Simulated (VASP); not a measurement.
Here is a VASP 6.6.1 calculation.

Contents of INCAR:

```
SYSTEM = CdSe
PREC = Accurate
ENCUT = 520
EDIFF = 1E-7
ISMEAR = 0
SIGMA = 0.01
LREAL = .FALSE.
LASPH = .TRUE.
NELM = 60
ALGO = Normal
ISIF = 2
LWAVE = .FALSE.
LCHARG = .FALSE.
GGA = PS
NBANDS = 26
```

The input KPOINTS:

```
Automatic mesh
0
G
  6 6 4
  0 0 0
```

Contents of POSCAR:

```
CdSe
1.0
    4.3009830028      0.0000000000      0.0000000000
   -2.1504915014      3.7247605417      0.0000000000
    0.0000000000      0.0000000000      7.0225479905
Cd Se
2 2
Direct
    0.3333333333      0.6666666667      0.0047026406
    0.6666666667      0.3333333333      0.5047026406
    0.3333333333      0.6666666667      0.3802973594
    0.6666666667      0.3333333333      0.8802973594
```

Potentials or basis: VASP PAW PBE potentials, release 64 (Cd, Se).

Launch:

```console
$ cat potpaw_PBE.64/Cd/POTCAR potpaw_PBE.64/Se/POTCAR > POTCAR
$ mpirun -np 1 vasp_std > vasp.out
```

Problem. Predict the pressure.

Solution. 0.4 GPa.

Problem. What does it give for the band gap on the k mesh?

Solution. 0.54 eV.

Caveat: semilocal functionals underestimate gaps, and a narrow one can read as zero; the PAW data sets were made with another functional, which shifts forces and pressure a little.

**Experimental background.**

A printed reference work, data compilation reports, for a bulk crystal of CdSe at 2 K: band gap 1.841 eV.

A measured gap of CdSe is 1.841 eV (2 K; a printed reference work, data compilation); the calculated 0.54 eV misses it by -1.30 eV. So large a miss can be the level of theory's own, or it may mean another phase, state or a wrong row. Spin-orbit coupling on Cd, Se is left out. The value is that of PBEsol, without temperature or zero-point motion. Semilocal functionals fall short of measured gaps as a rule.
